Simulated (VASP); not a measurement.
# Co in VASP: reference runs

How does Co come out in PBE? The cell is run as given.

Program: VASP 6.6.1. These are calculated values, not measurements. Logs are shortened: lines on timing, memory, paths and dates and some standing lists are left out, and cuts for length are marked.

### 1 The undisturbed slab

The cell holds a slab with vacuum, 6 atoms: a = 2.471 Å, b = 2.471 Å, c = 25.110 Å, α = 90.00°, β = 90.00°, γ = 120.00°.

The slab is cut from a database's or a generator's crystal, which needn't be the stable form of the element.

### 2 Single point, PBE, collinear spin, ferromagnetic start (the (0 0 1) slab of Co, cut from the database cell, not relaxed)

File INCAR:

```
SYSTEM = Co
  ALGO = Normal
  DIPOL = 0.5 0.5 0.500
  EDIFF = 1E-7
  ENCUT = 520
  GGA = PE
  IDIPOL = 3
  ISIF = 2
  ISMEAR = -1
  ISPIN = 2
  LASPH = .TRUE.
  LCHARG = .FALSE.
  LDIPOL = .TRUE.
  LMAXMIX = 4
  LORBIT = 11
  LREAL = .FALSE.
  LWAVE = .FALSE.
  MAGMOM = 2 2 2 2 2 2
  NBANDS = 40
  NELM = 120
  PREC = Accurate
  SIGMA = 0.05
```

File KPOINTS:

```
k-points
0
G
  12 12 1
  0 0 0
```

File POSCAR:

```
Co
1.0
    2.4705617809      0.0000000000      0.0000000000
   -1.2352808904      2.1395692639      0.0000000000
    0.0000000000      0.0000000000     25.1102922500
Co
6
Direct
    0.6666666700      0.3333333400      0.2986823063
    0.0000000000      0.0000000000      0.3792093838
    0.3333333300      0.6666666600      0.4597364613
    0.0000000000      0.0000000000      0.5402635387
    0.6666666700      0.3333333400      0.6207906162
    0.0000000000      0.0000000000      0.7013176937
```

Potentials or basis: VASP PAW PBE potentials, release 64 (Co).

On the command line:

```bash
> cat potpaw_PBE.64/Co/POTCAR > POTCAR
> mpirun -np 1 vasp_std > vasp.out
```

OUTCAR:

```text
SYSTEM = Co
   EDIFF = 1E-7
   ENCUT = 520
   GGA = PE
   ISIF = 2
   ISMEAR = -1
   ISPIN = 2
   LASPH = .TRUE.
   LORBIT = 11
   LREAL = .FALSE.
   NELM = 120
   PREC = Accurate

 ion  position               nearest neighbor table
   1  0.667  0.333  0.299-   2 2.47   2 2.47   2 2.47
   2  0.000  0.000  0.379-   3 2.47   1 2.47   3 2.47   1 2.47   3 2.47   1 2.47
   3  0.333  0.667  0.460-   4 2.47   2 2.47   4 2.47   4 2.47   2 2.47   2 2.47
   4  0.000  0.000  0.540-   3 2.47   5 2.47   3 2.47   3 2.47   5 2.47   5 2.47
   5  0.667  0.333  0.621-   4 2.47   6 2.47   4 2.47   6 2.47   4 2.47   6 2.47
   6  0.000  0.000  0.701-   5 2.47   5 2.47   5 2.47

  LATTYP: Found a hexagonal cell.
 ALAT       =     2.4705617809
 C/A-ratio  =    10.1637985515

  Lattice vectors:

 A1 = (   2.4705617809,   0.0000000000,   0.0000000000)
 A2 = (  -1.2352808904,   2.1395692639,   0.0000000000)
 A3 = (   0.0000000000,   0.0000000000,  25.1102922500)

Analysis of symmetry for initial positions (statically):
=====================================================================
 Subroutine PRICEL returns:
 Original cell was already a primitive cell.

 Routine SETGRP: Setting up the symmetry group for a
 hexagonal supercell.

 Subroutine GETGRP returns: Found  6 space group operations
 (whereof  6 operations were pure point group operations)
 out of a pool of 24 trial point group operations.

The static configuration has the point symmetry C_3v.

Analysis of symmetry for dynamics (positions and initial velocities):
=====================================================================
 Subroutine PRICEL returns:
 Original cell was already a primitive cell.

 Routine SETGRP: Setting up the symmetry group for a
 hexagonal supercell.

 Subroutine GETGRP returns: Found  6 space group operations
 (whereof  6 operations were pure point group operations)
 out of a pool of 24 trial point group operations.

The dynamic configuration has the point symmetry C_3v.

Analysis of structural, dynamic, and magnetic symmetry:
=====================================================================
 Subroutine PRICEL returns:
 Original cell was already a primitive cell.

 Routine SETGRP: Setting up the symmetry group for a
 hexagonal supercell.

 Subroutine GETGRP returns: Found  6 space group operations
 (whereof  6 operations were pure point group operations)
 out of a pool of 24 trial point group operations.

The overall configuration has the point symmetry C_3v.

 Subroutine INISYM returns: Found  6 space group operations
 (whereof  6 operations are pure point group operations),
 and found     1 'primitive' translations

----------------------------------------------------------------------------------------

                                     Primitive cell

  volume of cell :     132.7314

  direct lattice vectors                    reciprocal lattice vectors
     2.470561781  0.000000000  0.000000000     0.404766239  0.233691897  0.000000000
    -1.235280890  2.139569264  0.000000000     0.000000000  0.467383794  0.000000000
     0.000000000  0.000000000 25.110292250     0.000000000  0.000000000  0.039824308

  length of vectors
     2.470561781  2.470561781 25.110292250     0.467383794  0.467383794  0.039824308

  position of ions in fractional coordinates (direct lattice)
     0.666666670  0.333333340  0.298682306
     0.000000000  0.000000000  0.379209384
     0.333333330  0.666666660  0.459736461
     0.000000000  0.000000000  0.540263539
     0.666666670  0.333333340  0.620790616
     0.000000000  0.000000000  0.701317694

  ion indices of the primitive-cell ions
   primitive index   ion index
                 1           1
                 2           2
                 3           3
                 4           4
                 5           5
                 6           6

----------------------------------------------------------------------------------------

 KPOINTS: k-points

Automatic generation of k-mesh.
[... 44 lines left out ...]
   total plane-waves  NPLWV =  62208
   dimension x,y,z NGX =    18 NGY =   18 NGZ =  192
   dimension x,y,z NGXF=    36 NGYF=   36 NGZF=  384
   ions per type =               6
   NGX,Y,Z   is equivalent  to a cutoff of  12.11, 12.11, 12.71 a.u.
   NGXF,Y,Z  is equivalent  to a cutoff of  24.22, 24.22, 25.42 a.u.
 SYSTEM =  Co
   PREC   = accura    normal or accurate (medium, high low for compatibility)
   ISTART =      0    job   : 0-new  1-cont  2-samecut
   ICHARG =      2    charge: 1-file 2-atom 10-const
   ISPIN  =      2    spin polarized calculation?
   LNONCOLLINEAR =      F non collinear calculations
   LSORBIT =      F    spin-orbit coupling
   LASPH  =      T    aspherical Exc in radial PAW
   ENCUT  =  520.0 eV  38.22 Ry    6.18 a.u.   4.59  4.59 46.69*2*pi/ulx,y,z
   NELM   =    120;   NELMIN=  2; NELMDL= -5     # of ELM steps
   EDIFF  = 0.1E-06   stopping-criterion for ELM
   LREAL  =      F    real-space projection
   EDIFFG = 0.1E-05   stopping-criterion for IOM
   NSW    =      0    number of steps for IOM
   IBRION =     -1    ionic relax: 0-MD 1-quasi-New 2-CG
   NFREE  =      0    steps in history (QN), initial steepest desc. (CG)
   ISIF   =      2    stress and relaxation
   ISYM   =      2    0-nonsym 1-usesym 2-fastsym
   POTIM  = 0.5000    time-step for ionic-motion
   TEBEG  =    0.0;   TEEND  =   0.0 temperature during run
   PSTRESS=    0.0 pullay stress
   NELECT =      54.0000    total number of electrons
   NUPDOWN=      -1.0000    fix difference up-down
   EMIN   =  10.00;   EMAX   =-10.00  energy-range for DOS
   EFERMI =   0.00;   METHOD = LEGACY
   ISMEAR =    -1;   SIGMA  =   0.05  broadening in eV -4-tet -1-fermi 0-gaus
   EFERMI_NEDOS =   21; number of points for ismear=-14 and -15
   IALGO  =     38    algorithm
   IMIX   =      4    mixing-type and parameters
     AMIX     =   0.40;   BMIX     =  1.00
     AMIX_MAG =   1.60;   BMIX_MAG =  1.00
  volume/ion in A,a.u.               =      22.12       149.29
  Fermi-wavevector in a.u.,A,eV,Ry     =   1.213058  2.292347 20.021096  1.471509
  Thomas-Fermi vector in A             =   2.348522
   LORBIT       =     11    0 simple, 1 ext, 2 COOP (PROOUT), +10 PAW based schemes
   GGA     = PE    functional components
   LHFCALC =     F    Hartree Fock is set to
   AEXX    =    0.0000 exact exchange contribution
   IVDW    =     0    specifies the selected vdW correction
   LEPSILON=     F    determine dielectric tensor
   LRPA    =     F    only Hartree local field effects (RPA)
 spin polarized calculation
  energy-cutoff  :      520.00
  volume of cell :      132.73
 maximum number of plane-waves:      3622
   NGX =  9   NGY =  9   NGZ = 93

 dipolmoment           0.000000      0.000000      0.000355 electrons x Angstroem

 number of electron      53.9999994 magnetization      10.0058634

 number of electron      53.9999994 magnetization       9.9814674

 dipolmoment           0.000000      0.000000     -0.001549 electrons x Angstroem

 Free energy of the ion-electron system (eV)
  ---------------------------------------------------
  ext. energy  EPLUGINS =         0.00000000
  ---------------------------------------------------
  free energy    TOTEN  =       -40.77412190 eV

  energy without entropy =      -40.72508045  energy(sigma->0) =      -40.74960117

 E-fermi :   2.5901     XC(G=0):  -7.3079

 val. band max:        2.5811049046   @ k =   0.1667   0.0833   0.0000
 cond. band min:       2.5959327562   @ k =   0.0000   0.0000   0.0000
 fundamental gap:      0.0148278517
 Fermi energy:         2.5901290816

 spin component 1

 k-point     1 :       0.0000    0.0000    0.0000
  band No.  band energies     occupation
      1      -6.2528      1.00000
      2      -5.5804      1.00000
      3      -4.5511      1.00000
      4      -3.4792      1.00000
      5      -2.8402      1.00000
      6      -2.6867      1.00000
[... 787 lines left out ...]
     38       8.9784      0.00000
     39       9.3333      0.00000
 Fermi energy:         2.5901290816

 spin component 2

 k-point     1 :       0.0000    0.0000    0.0000
  band No.  band energies     occupation
      1      -6.2354      1.00000
      2      -5.5552      1.00000
      3      -4.4946      1.00000
      4      -3.2669      1.00000
      5      -2.2628      1.00000
      6      -1.8317      1.00000
[... 787 lines left out ...]
     38       9.6641      0.00000
     39      10.0095      0.00000
 [bands above 39 left out]

------------------------ aborting loop because EDIFF is reached ----------------------------------------

 vacuum level on the upper side and lower side of the slab       (xc-potential included)        -0.099        -0.041

  FORCE on cell =-STRESS in cart. coord.  units (eV):
  Direction    XX          YY          ZZ          XY          YZ          ZX
  --------------------------------------------------------------------------------------
  -------------------------------------------------------------------------------------
  Total       -0.0148120     -0.0148120     -0.8172675     -0.0000000      0.0000000      0.0000000
  in kB       -0.1787927     -0.1787927     -9.8650888     -0.0000000      0.0000000      0.0000000
  external PRESSURE =      -3.4075581 kB  Pullay stress =       0.0000000 kB

 VOLUME and BASIS-vectors are now :
 -----------------------------------------------------------------------------
  energy-cutoff  :      520.00
  volume of cell :      132.73
      direct lattice vectors                 reciprocal lattice vectors
     2.470561781  0.000000000  0.000000000     0.404766239  0.233691897  0.000000000
    -1.235280890  2.139569264  0.000000000     0.000000000  0.467383794  0.000000000
     0.000000000  0.000000000 25.110292250     0.000000000  0.000000000  0.039824308

 POSITION                                       TOTAL-FORCE (eV/Angst)
 -----------------------------------------------------------------------------------
      1.23528      0.71319      7.50000        -0.000000      0.000000      0.256384
      0.00000      0.00000      9.52206        -0.000000      0.000000     -0.390564
      0.00000      1.42638     11.54412         0.000000      0.000000      0.195199
      0.00000      0.00000     13.56618         0.000000      0.000000     -0.203546
      1.23528      0.71319     15.58823         0.000000      0.000000      0.498182
      0.00000      0.00000     17.61029         0.000000      0.000000     -0.355655
 -----------------------------------------------------------------------------------
    total drift:                               -0.000000      0.000000      0.000015

  FREE ENERGIE OF THE ION-ELECTRON SYSTEM (eV)
  ---------------------------------------------------
  free  energy   TOTEN  =       -40.7741218995 eV

  energy  without entropy=      -40.7250804482  energy(sigma->0) =      -40.74960117

 vacuum level on the upper side and lower side of the slab         7.582         7.637

 total charge

# of ion       s       p       d       tot
------------------------------------------
    1        0.486   0.413   7.233   8.132
    2        0.494   0.535   7.269   8.298
    3        0.495   0.536   7.268   8.300
    4        0.497   0.534   7.274   8.304
    5        0.493   0.533   7.269   8.296
    6        0.484   0.410   7.242   8.136
--------------------------------------------------
tot          2.949   2.962  43.556  49.467

 magnetization (x)

# of ion       s       p       d       tot
------------------------------------------
    1       -0.011  -0.041   1.803   1.751
    2       -0.013  -0.051   1.744   1.681
    3       -0.013  -0.050   1.713   1.650
    4       -0.014  -0.049   1.694   1.631
    5       -0.014  -0.051   1.732   1.667
    6       -0.012  -0.042   1.768   1.714
--------------------------------------------------
tot         -0.077  -0.284  10.455  10.094
```

Run time: 10 min. Hardware: 1 thread of Intel Xeon Platinum 8259CL at 2.50GHz (Skylake/Cascade Lake), shared host; peak memory 0.36 GiB.

Results:

* Free energy: -40.7741 eV
* Largest force: 0.498 eV/Å
* Band gap on the k mesh: none (metal or under the smearing width)
* Net moment: 9.98 μB per cell
* Site moments: Co +1.75, +1.68, +1.65, +1.63, +1.67, +1.71 μB
* Valence electrons inside the program's atomic spheres: Co 8.13, 8.30, 8.14

Forces in eV/Å, atoms in the order of the input:
```
Co   0.000  0.000  0.256
Co   0.000  0.000 -0.391
Co   0.000  0.000  0.195
Co   0.000  0.000 -0.204
Co   0.000  0.000  0.498
Co   0.000  0.000 -0.356
```

Levels at points of the mesh, in eV from the Fermi level:
Spin up:
| k point | band 28 | band 29 | band 30 | band 31 | band 32 | band 33 | band 34 | band 35 | band 36 | band 37 |
| --- | --- | --- | --- | --- | --- | --- | --- | --- | --- | --- |
| (0.00, 0.00, 0.00) | -1.47 | -1.47 | -1.14 | -1.14 | -1.00 | -1.00 | -0.86 | -0.86 | -0.49 | 0.01 |
| (0.50, 0.00, 0.00) | -0.56 | -0.53 | -0.47 | 0.65 | 1.25 | 1.64 | 2.46 | 2.80 | 3.07 | 6.74 |
Spin down:
```
           k point  band 18  band 19  band 20  band 21  band 22  band 23  band 24  band 25
(0.00, 0.00, 0.00)    -0.90    -0.90    -0.78    -0.78    -0.71    -0.71    -0.22     0.03
(0.50, 0.00, 0.00)    -0.23    -0.22     0.32     0.50     0.82     0.87     1.14     1.20
```
